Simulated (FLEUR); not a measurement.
# CdS (Hawleyite) under changes of volume

One of the cells (24.808 Å³/atom); the others are scaled copies at fixed shape and fractional positions:

```
Cd S
1.0
     0.00000    2.91650    2.91650
     2.91650    0.00000    2.91650
     2.91650    2.91650    0.00000
Cd S
1 1
Direct
  0.00000 0.00000 0.00000
  0.75000 0.75000 0.75000
```

- Program: FLEUR MaX-R8.1 (later development tree)
- Functional: PBEsol
- Potentials or basis: all-electron
- Basis: FLAPW
- Kmax: 5.33 1/bohr
- k mesh: 8 × 8 × 8
- Occupations: fermi-dirac, width 0.05 eV
- Spin: no spin polarisation

| volume (Å³/atom) | energy over the lowest point (meV/atom) | gap on the mesh (eV) |
| --- | --- | --- |
| 23.319 | 16.70 | 1.13 |
| 23.815 | 6.62 | 1.08 |
| 24.312 | 1.22 | 1.04 |
| 24.808 | 0.00 | 1.00 |
| 25.304 | 2.52 | 0.96 |
| 25.800 | 8.39 | 0.92 |
| 26.296 | ? | ? |

**Question.** What does the run at 26.296 Å³/atom give?

**Answer.** Energy over the lowest point 17.24 meV/atom; gap on the mesh 0.88 eV.

Worked out: A Birch-Murnaghan fit of order 3 (a polynomial in V^(-2/3)) to the other rows has its minimum at 24.71 Å³/atom with B0 = V·E''(V) = 61 GPa and B' = 4.5. It gives 17.25 meV/atom at 26.296 Å³/atom, against the run's 17.24. A straight line through the other rows of the gap, of slope -2.05 eV per unit of ln V (its deformation potential), extrapolates to 0.88 eV, against the run's 0.88.

Energies are extrapolated to zero smearing.

Spin-orbit coupling on Cd is left out.
